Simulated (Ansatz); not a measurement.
# NaCl: the cost of one run

Method: DFT PBEsol, scalar-relativistic, plane waves, PAW, in Ansatz 0.2.0.

The COD cell was measured well above room temperature, so it is larger than a cold one.

1 further run of the same task is left out (set aside as unsound or not needed).

### Step 1. Starting point

It takes space group Fm-3m (No. 225, cubic). Conventional cell: a = 5.664 Å, b = 5.664 Å, c = 5.664 Å, α = 90.00°, β = 90.00°, γ = 90.00°. Around Na (site symmetry m-3m) lie 6 Cl at 2.83 Å. Cl (site symmetry m-3m) is surrounded by 6 Na at 2.83 Å.

As a file:

```cif
data_structure
_symmetry_space_group_name_H-M 'Fm-3m'
_symmetry_Int_Tables_number 225
_cell_length_a 5.6635
_cell_length_b 5.6635
_cell_length_c 5.6635
_cell_angle_alpha 90.000
_cell_angle_beta 90.000
_cell_angle_gamma 90.000
_cell_volume 181.66
loop_
_atom_site_label
_atom_site_type_symbol
_atom_site_symmetry_multiplicity
_atom_site_Wyckoff_symbol
_atom_site_fract_x
_atom_site_fract_y
_atom_site_fract_z
_atom_site_occupancy
Na1 Na 4 a 0.00000 0.00000 0.00000 1
Cl1 Cl 4 b 0.50000 0.00000 0.00000 1
```

The structure comes from the Crystallography Open Database.

### Step 2. Random moves and strain, cell strained

The change: strain xx, yy, zz, yz, xz, xy = +4.0, +1.6, +2.3, -2.0, +1.0, +0.2 %; atoms moved by 0.15 Å root mean square, at most 0.15 Å.

Input file input.yaml:

```yaml
crystal:
  lattice:
    - [0.03352792, 2.820479635, 2.840868235]
    - [2.97481001, -0.051707755, 2.92610391]
    - [2.95113658, 2.88204188, -0.028034325]
  atoms:
    - { symbol: Na, position: [0.037386775, 0.0086377682, -0.0347276419] }
    - { symbol: Cl, position: [0.462613225, 0.4913622318, 0.5347276419] }
basis:
  ecutwfc: 420
kpoints:
  mp_grid: { grid: [8, 8, 8] }
hamiltonian:
  xc: pbesol
scf:
  occupations: { method: gaussian, width: 0.02 }
output:
  forces: true
  stress: true
  eigenvalues: true
```

Q: Estimate wall time and peak memory on 1 thread of an Arm CPU, shared host.

About 14 s, with a peak of 0.44 GiB.
